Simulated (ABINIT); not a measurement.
# CdTe (F-43m) in ABINIT: further runs

Runs on CdTe. Level: LDA. Tasks: single point.

All numbers are computed with ABINIT 10.8.3 (patched build); they aren't measurements. Logs are shortened: lines on timing, memory, paths and dates and some standing lists are left out, and cuts for length are marked. The log counts tension as positive stress, the text compression.

**Measured values to compare with.**

A printed reference work, data compilation reports, for a bulk crystal of CdTe at 0 K: band gap 1.607 eV.

How close the calculation comes is told below.

## (1) Starting point

Symmetry: F-43m, No. 216, cubic system. Conventional cell: a = 6.410 Å, b = 6.410 Å, c = 6.410 Å, α = 90.00°, β = 90.00°, γ = 90.00°. Te (site symmetry -43m) is surrounded by 4 Cd at 2.78 Å. Cd (site symmetry -43m) is surrounded by 4 Te at 2.78 Å.

## (2) Single point, LDA

The input, run.abi:

```
pp_dirpath "./"
pseudos "Te.upf, Cd.upf"

acell 3*1.0 Angstrom
rprim
     0.0000000000     3.2050000000     3.2050000000
     3.2050000000     0.0000000000     3.2050000000
     3.2050000000     3.2050000000     0.0000000000
ntypat 2
znucl 52 48
natom 2
typat 1 2
xcart
     4.8075000000     4.8075000000     4.8075000000
     0.0000000000     0.0000000000     0.0000000000 Angstrom

ecut 47.0

kptopt 1
ngkpt 5 5 5
nshiftk 1
shiftk 0.0 0.0 0.0

ixc 7

nband 22
occopt 3
tsmear 0.00183747

nstep 100
tolvrs 1.0e-10

iomode 3
prtwf 0
prteig 0
prtebands 0
enunit 1
prtvol 2
prtden 1
prtvha 1
prtvclmb 1
prtpot 1
prtelf 1
```

Potentials or basis: PseudoDojo NC SR LDA v0.4.1 standard.

The run is started by

```sh
$ abinit run.abi > log 2>&1
```

run.abo:

```text
.Version 10.8.3 of ABINIT
 Symmetries : space group F-4 3 m (#216); Bravais cF (face-center cubic)
================================================================================
 Values of the parameters that define the memory need of the present run
     intxc =       0    ionmov =       0      iscf =       7    lmnmax =       6
     lnmax =       6     mgfft =      54  mpssoang =       3    mqgrid =    3001
     natom =       2  nloc_mem =       1    nspden =       1   nspinor =       1
    nsppol =       1      nsym =      24    n1xccc =    2501    ntypat =       2
    occopt =       3   xclevel =       1
       mpw =        6854          nfft =      157464          nkpt =          10
================================================================================
================================================================================

--------------------------------------------------------------------------------
------------- Echo of variables that govern the present computation ------------
--------------------------------------------------------------------------------
 -outvars: echo values of preprocessed input variables --------
            acell      1.8897261259E+00  1.8897261259E+00  1.8897261259E+00 Bohr
              amu      1.27600000E+02  1.12411000E+02
             ecut      4.70000000E+01 Hartree
           enunit           1
              ixc           7
         kptrlatt        5    0    0      0    5    0      0    0    5
          kptrlen      4.28264330E+01
            natom           2
            nband          22
            ngfft          54      54      54
             nkpt          10
            nstep         100
             nsym          24
           ntypat           2
           occopt           3
        prtebands           0
           prteig           0
           prtelf           1
           prtpot           1
         prtvclmb           1
           prtvha           1
           prtvol           2
            prtwf           0
            rprim      0.0000000000E+00  3.2050000000E+00  3.2050000000E+00
                       3.2050000000E+00  0.0000000000E+00  3.2050000000E+00
                       3.2050000000E+00  3.2050000000E+00  0.0000000000E+00
          spgroup         216
           tolvrs      1.00000000E-10
           tsmear      1.83747000E-03 Hartree
            typat      1  2
           xangst      4.8075000000E+00  4.8075000000E+00  4.8075000000E+00
                       0.0000000000E+00  0.0000000000E+00  0.0000000000E+00
            xcart      9.0848583503E+00  9.0848583503E+00  9.0848583503E+00
                       0.0000000000E+00  0.0000000000E+00  0.0000000000E+00
             xred      7.5000000000E-01  7.5000000000E-01  7.5000000000E-01
                       0.0000000000E+00  0.0000000000E+00  0.0000000000E+00
            znucl       52.00000   48.00000

================================================================================

 chkinp: Checking input parameters for consistency.

================================================================================
== DATASET  1 ==================================================================

--- !DatasetInfo
iteration_state: {dtset: 1, }
dimensions: {natom: 2, nkpt: 10, mband: 22, nsppol: 1, nspinor: 1, nspden: 1, mpw: 6854, }
cutoff_energies: {ecut:  47.0, pawecutdg:  -1.0, }
electrons: {nelect:   3.60000000E+01, charge:   0.00000000E+00, occopt:   3.00000000E+00, tsmear:   1.83747000E-03, }
meta: {optdriver: 0, ionmov: 0, optcell: 0, iscf: 7, paral_kgb: 0, }
...

 Exchange-correlation functional for the present dataset will be:
  LDA: Perdew-Wang 92 LSD fit to Ceperley-Alder data - ixc=7
  J.P.Perdew and Y.Wang, PRB 45, 13244 (1992)

 Real(R)+Recip(G) space primitive vectors, cartesian coordinates (Bohr,Bohr^-1):
 R(1)=  0.0000000  6.0565722  6.0565722  G(1)= -0.0825549  0.0825549  0.0825549
 R(2)=  6.0565722  0.0000000  6.0565722  G(2)=  0.0825549 -0.0825549  0.0825549
[... 128 lines left out ...]
  2.25E-14 1.14E-14 1.63E-14 2.12E-14 3.05E-17 3.82E-17 4.01E-17 6.91E-18
  9.08E-18 5.06E-14 6.87E-14 6.63E-14 4.71E-14 3.86E-14 6.60E-14 6.26E-14
  4.22E-14 5.89E-14 2.93E-14 6.82E-14 5.37E-14 1.10E-12
   0.4000  0.4000  0.0000    1  2.82519E-06 kpt; spin; max resid(k); each band:
  2.40E-14 1.14E-14 9.34E-15 1.88E-14 2.47E-17 4.00E-17 4.01E-17 1.84E-17
  3.35E-18 8.52E-14 3.51E-14 4.34E-14 6.49E-14 1.28E-14 1.14E-13 6.04E-14
  2.80E-14 2.94E-14 4.07E-14 5.02E-14 2.83E-06 2.81E-13
  -0.4000  0.4000  0.0000    1  4.81556E-05 kpt; spin; max resid(k); each band:
  2.38E-14 1.26E-14 1.83E-14 1.31E-14 2.46E-17 3.74E-17 4.01E-17 1.27E-17
  7.66E-18 9.66E-14 5.24E-14 4.30E-14 6.02E-14 1.79E-14 1.05E-13 4.07E-14
  2.92E-14 3.14E-14 4.75E-14 4.63E-14 5.43E-09 4.82E-05
  -0.4000  0.4000  0.2000    1  2.71099E-07 kpt; spin; max resid(k); each band:
  2.38E-14 1.28E-14 1.33E-14 1.29E-14 2.59E-17 3.76E-17 4.06E-17 7.17E-18
  7.93E-18 9.05E-14 6.73E-14 5.18E-14 7.75E-14 2.43E-14 9.87E-14 4.14E-14
  3.28E-14 3.53E-14 4.43E-14 4.12E-14 1.40E-13 2.71E-07
 reduced coordinates (array xred) for    2 atoms
       0.750000000000      0.750000000000      0.750000000000
       0.000000000000      0.000000000000      0.000000000000
 rms dE/dt=  1.7176E-30; max dE/dt=  0.0000E+00; dE/dt below (all hartree)
    1       0.000000000000      0.000000000000      0.000000000000
    2       0.000000000000     -0.000000000000      0.000000000000

 cartesian coordinates (angstrom) at end:
    1      4.80750000000000     4.80750000000000     4.80750000000000
    2      0.00000000000000     0.00000000000000     0.00000000000000

 cartesian forces (hartree/bohr) at end:
    1     -0.00000000000000     0.00000000000000    -0.00000000000000
    2      0.00000000000000    -0.00000000000000     0.00000000000000
 frms,max,avg= 1.7366499E-31 1.7366499E-31   0.000E+00  0.000E+00  0.000E+00 h/b

 cartesian forces (eV/Angstrom) at end:
    1     -0.00000000000000     0.00000000000000    -0.00000000000000
    2      0.00000000000000    -0.00000000000000     0.00000000000000
 frms,max,avg= 8.9302127E-30 8.9302127E-30   0.000E+00  0.000E+00  0.000E+00 e/A
 length scales=  1.889726125908  1.889726125908  1.889726125908 bohr
              =  1.000000000000  1.000000000000  1.000000000000 angstroms
 Fermi (or HOMO) energy (eV) =   4.50325   Average Vxc (eV)=  -9.57674
 Eigenvalues (   eV  ) for nkpt=  10  k points:
 kpt#   1, nband= 22, wtk=  0.00800, kpt=  0.0000  0.0000  0.0000 (reduced coord)
 -97.82074  -58.97032  -58.97032  -58.97032  -31.89509  -31.89509  -31.89509  -31.88551
 -31.88551   -7.29627   -4.20938   -4.20938   -4.20938   -3.92020   -3.92020    4.17372
   4.17372    4.17372    4.77736    8.68594    8.68594    8.68594
 kpt#   2, nband= 22, wtk=  0.06400, kpt=  0.2000  0.0000  0.0000 (reduced coord)
 -97.82072  -58.97035  -58.97032  -58.97032  -31.89514  -31.89498  -31.89498  -31.88545
 -31.88545   -7.14470   -4.18098   -4.18098   -4.08546   -3.92154   -3.92154    1.89566
   3.84048    3.84048    6.00691    9.00239    9.14504    9.14504
 kpt#   3, nband= 22, wtk=  0.06400, kpt=  0.4000  0.0000  0.0000 (reduced coord)
 -97.82072  -58.97042  -58.97031  -58.97031  -31.89523  -31.89480  -31.89480  -31.88536
 -31.88536   -6.89813   -4.14383   -4.14383   -3.91297   -3.91297   -3.67865   -0.16291
   3.40540    3.40540    5.89052    9.32074    9.32074   10.87957
 kpt#   4, nband= 22, wtk=  0.04800, kpt=  0.2000  0.2000  0.0000 (reduced coord)
 -97.82071  -58.97033  -58.97032  -58.97032  -31.89533  -31.89485  -31.89485  -31.88556
 -31.88532   -7.09488   -4.15054   -4.15054   -4.09545   -3.92730   -3.90831    1.92851
   3.30873    3.30873    6.90646    7.50054   10.04793   10.04793
 kpt#   5, nband= 22, wtk=  0.19200, kpt=  0.4000  0.2000  0.0000 (reduced coord)
[... 8 lines left out ...]
 -97.82072  -58.97038  -58.97035  -58.97031  -31.89516  -31.89486  -31.89486  -31.88543
 -31.88535   -6.96223   -4.14753   -4.13490   -3.94121   -3.93215   -3.83239    0.81855
   2.40733    3.61948    7.02130    9.07250    9.45135    9.53083
 kpt#   8, nband= 22, wtk=  0.04800, kpt=  0.4000  0.4000  0.0000 (reduced coord)
 -97.82074  -58.97042  -58.97035  -58.97035  -31.89571  -31.89447  -31.89447  -31.88564
 -31.88502   -6.77414   -4.04434   -4.04434   -4.03820   -3.88907   -3.56057   -0.01647
   2.31833    2.31833    6.59052    6.94465   12.24783   12.57315
 kpt#   9, nband= 22, wtk=  0.09600, kpt= -0.4000  0.4000  0.0000 (reduced coord)
 -97.82074  -58.97042  -58.97037  -58.97036  -31.89554  -31.89458  -31.89447  -31.88556
 -31.88506   -6.72760   -4.07588   -4.04320   -3.98731   -3.89917   -3.36283   -0.30243
   1.56920    2.39680    6.82002    8.07239   11.70898   12.07043
 kpt#  10, nband= 22, wtk=  0.19200, kpt= -0.4000  0.4000  0.2000 (reduced coord)
 -97.82071  -58.97040  -58.97036  -58.97032  -31.89528  -31.89487  -31.89448  -31.88548
 -31.88515   -6.75689   -4.08363   -4.07719   -3.96154   -3.91161   -3.41868   -0.13906
   1.64653    2.31258    8.04881    8.40677    9.42170   11.76423
 Total charge density [el/Bohr^3]
)     Maximum=    2.5655E+00  at reduced coord.    0.9630    0.9630    0.9815
)Next maximum=    2.5655E+00  at reduced coord.    0.0926    0.9630    0.9815
)     Minimum=    1.1823E-03  at reduced coord.    0.2593    0.2407    0.2407
)Next minimum=    1.1823E-03  at reduced coord.    0.2407    0.2593    0.2407
   Integrated=    3.6000E+01

--- !EnergyTerms
iteration_state     : {dtset: 1, }
comment             : Components of total free energy in Hartree
kinetic             :  1.18074550915142E+02
hartree             :  9.37135629331991E+01
xc                  : -4.83319554638867E+01
Ewald energy        : -1.45334209090324E+02
psp_core            :  4.82277388209633E+00
local_psp           : -2.77877895061518E+02
non_local_psp       : -2.50107553433065E+01
internal            : -2.79943927228598E+02
'-kT*entropy'       : -1.71994135453384E-06
total_energy        : -2.79943928948539E+02
total_energy_eV     : -7.61766237783616E+03
band_energy         : -3.34590320495499E+01
...

 Cartesian components of stress tensor (hartree/bohr^3)
  sigma(1 1)=  4.78150353E-06  sigma(3 2)=  0.00000000E+00
  sigma(2 2)=  4.78150353E-06  sigma(3 1)=  0.00000000E+00
  sigma(3 3)=  4.78150353E-06  sigma(2 1)=  0.00000000E+00

-Cartesian components of stress tensor (GPa)         [Pressure= -1.4068E-01 GPa]
- sigma(1 1)=  1.40676691E-01  sigma(3 2)=  0.00000000E+00
- sigma(2 2)=  1.40676691E-01  sigma(3 1)=  0.00000000E+00
- sigma(3 3)=  1.40676691E-01  sigma(2 1)=  0.00000000E+00

== END DATASET(S) ==============================================================
================================================================================

 -outvars: echo values of variables after computation  --------
            acell      1.8897261259E+00  1.8897261259E+00  1.8897261259E+00 Bohr
           etotal     -2.7994392895E+02
            fcart     -1.7366498735E-31  1.7366498735E-31 -1.7366498735E-31
                       1.7366498735E-31 -1.7366498735E-31  1.7366498735E-31
            rprim      0.0000000000E+00  3.2050000000E+00  3.2050000000E+00
                       3.2050000000E+00  0.0000000000E+00  3.2050000000E+00
                       3.2050000000E+00  3.2050000000E+00  0.0000000000E+00
           strten      4.7815035276E-06  4.7815035276E-06  4.7815035276E-06
                       0.0000000000E+00  0.0000000000E+00  0.0000000000E+00
           xangst      4.8075000000E+00  4.8075000000E+00  4.8075000000E+00
                       0.0000000000E+00  0.0000000000E+00  0.0000000000E+00
             xred      7.5000000000E-01  7.5000000000E-01  7.5000000000E-01
                       0.0000000000E+00  0.0000000000E+00  0.0000000000E+00
 Calculation completed.
```

Run time: 2 min. Hardware: 1 thread of Intel Xeon at 2.70GHz, shared host; peak memory 0.11 GiB.

Results:

```yaml
Free_energy: -7617.6624 eV
Band_gap_on_the_k_mesh: 0.60 eV, direct
Valence_electrons_inside_the_program's_atomic_spheres: Te 11.98; Cd 17.16
```

Levels at points of the mesh, in eV from the valence-band top:
```csv
k point,band 14,band 15,band 16,band 17,band 18,band 19,band 20,band 21,band 22
"(0.00, 0.00, 0.00)",-8.09,-8.09,0.00,0.00,0.00,0.60,4.51,4.51,4.51
```

Caveat: the cutoff is too short for stress, so the log's stress isn't used; spin-orbit coupling is left out, which moves the levels of the heavy elements.

## (3) Single point, LDA

The input, run.abi:

```
# Pseudopotentials
pp_dirpath "./"
pseudos "Te.hgh, Cd.hgh"

# Structure
acell 3*1.0 Angstrom
rprim
     0.0000000000     3.2050000000     3.2050000000
     3.2050000000     0.0000000000     3.2050000000
     3.2050000000     3.2050000000     0.0000000000
ntypat 2
znucl 52 48
natom 2
typat 1 2
xred
     0.7500000000     0.7500000000     0.7500000000
     0.0000000000     0.0000000000     0.0000000000

# Plane-wave basis
ecut 11.0

# k points
kptopt 1
ngkpt 5 5 5
nshiftk 1
shiftk 0.0 0.0 0.0

# Exchange and correlation
ixc 7

# Bands and occupations
nband 8
occopt 3
tsmear 0.05 eV

# SCF cycle
nstep 100
tolvrs 1.0e-10

# Output
iomode 3
prtwf 0
prtden 0
prteig 0
prtebands 0
enunit 2
```

Potentials or basis: HGH LDA.

The run is started by

```sh
$ abinit run.abi > log 2>&1
```

run.abo:

```text
.Version 10.8.3 of ABINIT
 Symmetries : space group F-4 3 m (#216); Bravais cF (face-center cubic)
================================================================================
 Values of the parameters that define the memory need of the present run
     intxc =       0    ionmov =       0      iscf =       7    lmnmax =       6
     lnmax =       6     mgfft =      27  mpssoang =       3    mqgrid =    3001
     natom =       2  nloc_mem =       1    nspden =       1   nspinor =       1
    nsppol =       1      nsym =      24    n1xccc =       0    ntypat =       2
    occopt =       3   xclevel =       1
       mpw =         794          nfft =       19683          nkpt =          10
================================================================================
================================================================================

--------------------------------------------------------------------------------
------------- Echo of variables that govern the present computation ------------
--------------------------------------------------------------------------------
 -outvars: echo values of preprocessed input variables --------
            acell      1.8897261259E+00  1.8897261259E+00  1.8897261259E+00 Bohr
              amu      1.27600000E+02  1.12411000E+02
             ecut      1.10000000E+01 Hartree
           enunit           2
              ixc           7
         kptrlatt        5    0    0      0    5    0      0    0    5
          kptrlen      4.28264330E+01
            natom           2
            nband           8
            ngfft          27      27      27
             nkpt          10
            nstep         100
             nsym          24
           ntypat           2
           occopt           3
           prtden           0
        prtebands           0
           prteig           0
            prtwf           0
            rprim      0.0000000000E+00  3.2050000000E+00  3.2050000000E+00
                       3.2050000000E+00  0.0000000000E+00  3.2050000000E+00
                       3.2050000000E+00  3.2050000000E+00  0.0000000000E+00
          spgroup         216
           tolvrs      1.00000000E-10
           tsmear      1.83746611E-03 Hartree
[... 132 lines left out ...]
    1      4.80750000000000     4.80750000000000     4.80750000000000
    2      0.00000000000000     0.00000000000000     0.00000000000000

 cartesian forces (hartree/bohr) at end:
    1     -0.00000000000000    -0.00000000000000    -0.00000000000000
    2     -0.00000000000000    -0.00000000000000    -0.00000000000000
 frms,max,avg= 0.0000000E+00 0.0000000E+00   0.000E+00  0.000E+00  0.000E+00 h/b

 cartesian forces (eV/Angstrom) at end:
    1     -0.00000000000000    -0.00000000000000    -0.00000000000000
    2     -0.00000000000000    -0.00000000000000    -0.00000000000000
 frms,max,avg= 0.0000000E+00 0.0000000E+00   0.000E+00  0.000E+00  0.000E+00 e/A
 length scales=  1.889726125908  1.889726125908  1.889726125908 bohr
              =  1.000000000000  1.000000000000  1.000000000000 angstroms
 Fermi (or HOMO) energy (hartree) =   0.01638   Average Vxc (hartree)=  -0.27497
 Eigenvalues (hartree) for nkpt=  10  k points:
 kpt#   1, nband=  8, wtk=  0.00800, kpt=  0.0000  0.0000  0.0000 (reduced coord)
  -0.41336   -0.00634   -0.00634   -0.00634    0.03706    0.17274    0.17274    0.17274
      occupation numbers for kpt#   1
   2.00000    1.99999    1.99999    1.99999    0.00003    0.00000    0.00000    0.00000
 prteigrs : prtvol=0 or 1, do not print more k-points.

 Fermi (or HOMO) energy (eV) =   0.44568   Average Vxc (eV)=  -7.48225
 Eigenvalues (   eV  ) for nkpt=  10  k points:
 kpt#   1, nband=  8, wtk=  0.00800, kpt=  0.0000  0.0000  0.0000 (reduced coord)
 -11.24800   -0.17263   -0.17263   -0.17263    1.00835    4.70058    4.70058    4.70058
 prteigrs : prtvol=0 or 1, do not print more k-points.

--- !EnergyTerms
iteration_state     : {dtset: 1, }
comment             : Components of total free energy in Hartree
kinetic             :  2.87215265374143E+00
hartree             :  1.04638323407942E+00
xc                  : -2.24255992383412E+00
Ewald energy        : -8.36450629298319E+00
psp_core            :  6.94435707262748E-01
local_psp           : -3.45429327103692E+00
non_local_psp       :  1.28375441618866E-01
internal            : -9.32001245115176E+00
'-kT*entropy'       : -9.79523140998260E-09
total_energy        : -9.32001246094699E+00
total_energy_eV     : -2.53610458892185E+02
band_energy         : -1.28547506216755E+00
...

 Cartesian components of stress tensor (hartree/bohr^3)
  sigma(1 1)=  2.46711702E-04  sigma(3 2)=  0.00000000E+00
  sigma(2 2)=  2.46711702E-04  sigma(3 1)=  0.00000000E+00
  sigma(3 3)=  2.46711702E-04  sigma(2 1)=  0.00000000E+00

-Cartesian components of stress tensor (GPa)         [Pressure= -7.2585E+00 GPa]
- sigma(1 1)=  7.25850887E+00  sigma(3 2)=  0.00000000E+00
- sigma(2 2)=  7.25850887E+00  sigma(3 1)=  0.00000000E+00
- sigma(3 3)=  7.25850887E+00  sigma(2 1)=  0.00000000E+00

== END DATASET(S) ==============================================================
================================================================================

 -outvars: echo values of variables after computation  --------
            acell      1.8897261259E+00  1.8897261259E+00  1.8897261259E+00 Bohr
           etotal     -9.3200124609E+00
            fcart     -0.0000000000E+00 -0.0000000000E+00 -0.0000000000E+00
                      -0.0000000000E+00 -0.0000000000E+00 -0.0000000000E+00
            rprim      0.0000000000E+00  3.2050000000E+00  3.2050000000E+00
                       3.2050000000E+00  0.0000000000E+00  3.2050000000E+00
                       3.2050000000E+00  3.2050000000E+00  0.0000000000E+00
           strten      2.4671170205E-04  2.4671170205E-04  2.4671170205E-04
                       0.0000000000E+00  0.0000000000E+00  0.0000000000E+00
           xangst      4.8075000000E+00  4.8075000000E+00  4.8075000000E+00
                       0.0000000000E+00  0.0000000000E+00  0.0000000000E+00
             xred      7.5000000000E-01  7.5000000000E-01  7.5000000000E-01
                       0.0000000000E+00  0.0000000000E+00  0.0000000000E+00
 Calculation completed.
```

It took 2.8 s on 1 thread of Intel Xeon at 2.70GHz, shared host; peak memory 0.06 GiB.

Results:

```yaml
Free_energy: -253.6105 eV
Band_gap_on_the_k_mesh: 1.18 eV, direct
Valence_electrons_inside_the_program's_atomic_spheres: Te 2.19; Cd 0.39
```

Caveat: the cutoff is too short for stress, so the log's stress isn't used; spin-orbit coupling is left out, which moves the levels of the heavy elements; HGH potentials are hard and often keep d shells in the core, so these values are rough.

(Part 1 of 2 ends here.)
